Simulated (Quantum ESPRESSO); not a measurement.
Crystal: Ni.

```
Ni
1.0
    -1.38372    1.38372    1.38372
     1.38372   -1.38372    1.38372
     1.38372    1.38372   -1.38372
Ni
1
Cartesian
  0.0000 0.0000 0.0000
```

This isn't the form of Ni at room conditions, which is fcc.

```yaml
Program: Quantum ESPRESSO 7.5
Task: single point
Functional: PBEsol
Potentials_or_basis: GBRV 1.5 PBEsol
Cutoff: 612 eV
Density_cutoff: 4898 eV
k_mesh: 13 × 13 × 13
Occupations: fermi-dirac, width 0.05 eV
Spin: collinear spin, ferromagnetic start
Starting_moments: "[1.0] μB"
```

On this cell: pressure -2.5 GPa; net moment 0.62 μB per cell; site moments Ni +0.65 μB; band gap on the k mesh none (metal or under the smearing width).

The same run follows on a disturbed copy (cell strained at random at fixed volume):

```xyz
1
Lattice="-1.3885 1.3631 1.4318 1.3311 -1.3624 1.3736 1.4153 1.3892 -1.4311" Properties=species:S:1:pos:R:3 pbc="T T T"
Ni   -0.0296   -0.0238   -0.0336
```

Q: What does the disturbed cell give?

A: The energy (extrapolated to zero smearing) moves by +10.3 meV/atom; pressure -2.0 GPa; net moment 0.61 μB per cell; site moments Ni +0.64 μB; band gap on the k mesh none (metal or under the smearing width).

Stress tensor (GPa, compression positive):
```
-3.02 -3.01  6.88
-3.01 -2.27 -0.42
 6.88 -0.42 -0.84
```
